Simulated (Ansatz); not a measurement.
Structure types of Al were relaxed at one common pressure (all-electron LAPW in Ansatz 0.2.0 under PBE, scalar-relativistic, no spin polarisation, zero temperature). They take these volumes:

```json
{"type": "fcc", "space group": "Fm-3m", "V (Å³/atom)": "10.08"}
{"type": "bcc", "space group": "Im-3m", "V (Å³/atom)": "9.99"}
{"type": "hcp", "space group": "P6_3/mmc", "V (Å³/atom)": "10.02"}
{"type": "omega", "space group": "P6/mmm", "V (Å³/atom)": "10.10"}
{"type": "simple hexagonal", "space group": "P6/mmm", "V (Å³/atom)": "10.73"}
{"type": "beta tin", "space group": "I4_1/amd", "V (Å³/atom)": "10.76"}
```

Q: At about which pressure, and is the densest type also the lowest in enthalpy?

A: 110 GPa. The densest is bcc, and it is 103 meV/atom above fcc: its gain in pV doesn't pay for its higher energy here.
